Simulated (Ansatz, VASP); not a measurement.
## One calculation of Cu, two programs

```xyz
3
Lattice="4.2699 0.0000 0.0000 -2.1350 3.6979 0.0000 0.0000 0.0000 2.5651" Properties=species:S:1:pos:R:3 pbc="T T T"
Cu   -2.1350    3.6979    2.5651
Cu    0.0000    2.4652    1.2826
Cu    2.1350    1.2326    1.2826
```

Alike in both runs: task single point; functional revPBE; k mesh 12 × 12 × 16; occupations fermi-dirac, width 0.1 eV; no spin polarisation.

```csv
,VASP,Ansatz
version,VASP 6.6.1,Ansatz 0.2.0
potentials or method,"VASP PAW PBE potentials, release 64 (Cu)","plane waves (420 eV) with PAW, scalar-relativistic"
plane-wave cutoff (eV),520,420
valence electrons in the cell,33,57
```

```csv
,VASP,Ansatz,Ansatz less VASP
pressure (GPa),-6.9,-7.7,-0.81
largest component of the traceless stress (GPa),0.13,0.10,-0.032
```

The two sets of potentials don't hold the same shells in valence.

Caveats: the PAW data sets were made with another functional, which shifts forces and pressure a little (VASP).
